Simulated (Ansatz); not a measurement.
## ZnS under changes of volume

One of the cells (19.727 Å³/atom); the others are scaled copies at fixed shape and fractional positions:

```
Zn S
1.0
     0.00000    2.70200    2.70200
     2.70200    0.00000    2.70200
     2.70200    2.70200    0.00000
Zn S
1 1
Direct
  0.75000 0.75000 0.75000
  0.00000 0.00000 0.00000
```

| Item | Value |
| --- | --- |
| Program | Ansatz 0.2.0 |
| Functional | LDA |
| Potentials or basis | JTH PAW LDA |
| Cutoff | 960 eV |
| Density cutoff | 4800 eV |
| k mesh | 9 × 9 × 9 |
| Occupations | fermi-dirac, width 0.05 eV |
| Spin | no spin polarisation |

| volume (Å³/atom) | energy over the lowest point (meV/atom) | pressure (GPa) | gap on the mesh (eV) |
| --- | --- | --- | --- |
| 18.543 | 0.00 | 0.0 | 2.12 |
| 18.938 | 2.07 | -1.7 | 2.03 |
| 19.332 | 8.20 | -3.3 | 1.94 |
| 19.727 | 17.95 | -4.6 | 1.85 |
| 20.121 | 30.92 | -5.9 | 1.76 |
| 20.516 | 46.76 | -7.0 | 1.68 |
| 20.910 | ? | ? | ? |

Question: What does the run at 20.910 Å³/atom give?

Answer: Energy over the lowest point 65.14 meV/atom; pressure -7.9 GPa; gap on the mesh 1.60 eV.

Worked out: A Birch-Murnaghan fit of order 3 (a polynomial in V^(-2/3)) to the other rows has its minimum at 18.55 Å³/atom with B0 = V·E''(V) = 87 GPa and B' = 4.5. It gives 65.11 meV/atom at 20.910 Å³/atom, against the run's 65.14, and -dE/dV = -7.9 GPa, against -7.9. A straight line through the other rows of the gap, of slope -4.38 eV per unit of ln V (its deformation potential), extrapolates to 1.59 eV, against the run's 1.60.

Energies are extrapolated to zero smearing.

Caveats: odd divisions of the mesh miss points on the zone boundary, where band edges often lie, so the gap on the mesh can be too wide.
